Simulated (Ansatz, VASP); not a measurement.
Two plane-wave programs on Ge

File INCAR:

```
ALGO = Normal
EDIFF = 1E-6
ENCUT = 520
GGA = PE
ISIF = 2
ISMEAR = -1
LASPH = True
LCHARG = False
LREAL = False
LWAVE = False
NBANDS = 21
NELM = 100
PREC = Accurate
SIGMA = 0.05
```

The input KPOINTS:

```
k-points
0
Gamma
  8 8 8
```

The input POSCAR:

```
Ge
1.0
    4.1442373570      0.0000000000      0.0000000000
   -2.0721136127      3.5890158721      0.0000000000
    0.0000000000      0.0000000000      3.3703558096
Ge
2
Direct
    0.6666700000      0.3333300000      0.1408600000
    0.3333300000      0.6666700000      0.8591400000
```

input.yaml

```yaml
crystal:
  lattice:
    - [4.144237357, 0.0, 0.0]
    - [-2.0721136127, 3.5890158721, 0.0]
    - [0.0, 0.0, 3.3703558096]
  atoms:
    - { symbol: Ge, position: [0.66667, 0.33333, 0.14086] }
    - { symbol: Ge, position: [0.33333, 0.66667, 0.85914] }
hamiltonian:
  xc: pbe
  pseudopotentials: { kind: paw }
kpoints:
  mp_grid: { grid: [8, 8, 8] }
scf:
  occupations: { method: fermi_dirac, width: 0.05 }
output:
  forces: true
  stress: true
  eigenvalues: true
```

The cell was built by a generator and needn't be a form met in nature.

Alike in both runs: task single point; functional PBE; k mesh 8 × 8 × 8; occupations fermi-dirac, width 0.05 eV; no spin polarisation.

```csv
,VASP,Ansatz
version,VASP 6.6.1,Ansatz 0.2.0
potentials or method,"VASP PAW PBE potentials, release 64 (Ge_d)",Ansatz PAW
plane-wave cutoff (eV),520,420
valence electrons in the cell,28,28
```

|  | VASP | Ansatz | Ansatz less VASP |
| --- | --- | --- | --- |
| gap on the k mesh at the Fermi level (eV) | none | none | - |
| pressure (GPa) | -3.2 | -3.2 | +0.01 |
| largest component of the traceless stress (GPa) | 2.04 | 2.06 | +0.011 |
| rms of the force components (eV/Å) | 0.068 | 0.070 | +0.0014 |

Atom by atom the forces differ by 0.001 eV/Å (rms over components). A gap of «none» marks a metal or a gap that the smearing closes.
